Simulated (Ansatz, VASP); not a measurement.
**NaCl in VASP and in Ansatz**

File INCAR:

```
SYSTEM = NaCl
PREC = Accurate
ENCUT = 520
EDIFF = 1E-6
ISMEAR = 0
SIGMA = 0.02
LREAL = .FALSE.
LASPH = .TRUE.
NELM = 100
ALGO = Normal
ISIF = 2
LWAVE = .FALSE.
LCHARG = .FALSE.
GGA = PE
NBANDS = 14
```

Contents of KPOINTS:

```
regular mesh
0
G
  6 6 6
  0 0 0
```

File POSCAR:

```
NaCl
1.0
    3.5021900000      0.0000000000      0.0000000000
    0.0000000000      3.5021900000      0.0000000000
    0.0000000000      0.0000000000      3.5021900000
Na Cl
1 1
Direct
    0.0000000000      0.0000000000      0.0000000000
    0.4891582124      0.5124779067      0.5196762597
```

Input for Ansatz:

```yaml
crystal:
  lattice:
    - [3.50219, 0.0, 0.0]
    - [0.0, 3.50219, 0.0]
    - [0.0, 0.0, 3.50219]
  atoms:
    - { symbol: Na, position: [0.0, 0.0, 0.0] }
    - { symbol: Cl, position: [0.4891582124, 0.5124779067, 0.5196762597] }
basis:
  ecutwfc: 420
kpoints:
  mp_grid: { grid: [6, 6, 6] }
hamiltonian:
  xc: pbe
scf:
  occupations: { method: gaussian, width: 0.02 }
output:
  forces: true
  stress: true
  eigenvalues: true
```

Change from the starting cell: one atom moved.

Alike in both runs: task single point; functional PBE; k mesh 6 × 6 × 6; occupations gaussian, width 0.02 eV; no spin polarisation.

|  | VASP | Ansatz |
| --- | --- | --- |
| version | VASP 6.6.1 | Ansatz 0.2.0 |
| potentials or method | VASP PAW PBE potentials, release 64 (Na_pv, Cl) | scalar-relativistic, plane waves, PAW |
| plane-wave cutoff (eV) | 520 | 420 |
| valence electrons in the cell | 14 | 16 |

```csv
,VASP,Ansatz,Ansatz less VASP
gap on the k mesh at the Fermi level (eV),3.98,3.98,0.000
least direct gap on the mesh (eV),4.47,4.47,0.000
pressure (GPa),0.1,0.2,+0.05
rms of the force components (eV/Å),0.018,0.018,-0.0003
```

Atom by atom the forces differ by 0.000 eV/Å (rms over components). With one functional, cell and mesh, what is left measures potentials, basis and numerics. The two sets of potentials don't hold the same shells in valence.

A k mesh can miss the band edges.
